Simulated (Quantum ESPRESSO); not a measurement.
The system is SiC (Moissanite).

```
CELL_PARAMETERS angstrom
3.07600 0.00000 0.00000
-1.53800 2.66389 0.00000
0.00000 0.00000 5.04800
ATOMIC_POSITIONS crystal
Si 0.66667 0.33333 0.50000
Si 0.33333 0.66667 0.00000
C 0.66667 0.33333 0.88500
C 0.33333 0.66667 0.38500
```

Base run:

* Program: Quantum ESPRESSO 7.5
* Functional: PBE
* Potentials or basis: PseudoDojo 0.4.1 SR PBE standard
* Cutoff: 1116 eV
* Density cutoff: 4463 eV
* k mesh: 6 × 6 × 4
* Occupations: fixed
* Spin: no spin polarisation

Its results: band gap on the k mesh, mean-field level 2.33 eV, indirect (least direct gap 4.08 eV).

The run is repeated on the same cell with these changes: k mesh from 6 × 6 × 4 to 5 × 5 × 3. What comes out?

Band gap on the k mesh, mean-field level 2.81 eV, indirect (least direct gap 4.19 eV).

Caveats: some runs use coarse meshes; a mesh with odd counts misses the zone's faces, so its gaps can be larger than the crystal's (some runs); an odd mesh through Γ misses points on the zone boundary, where band edges often lie (some runs).
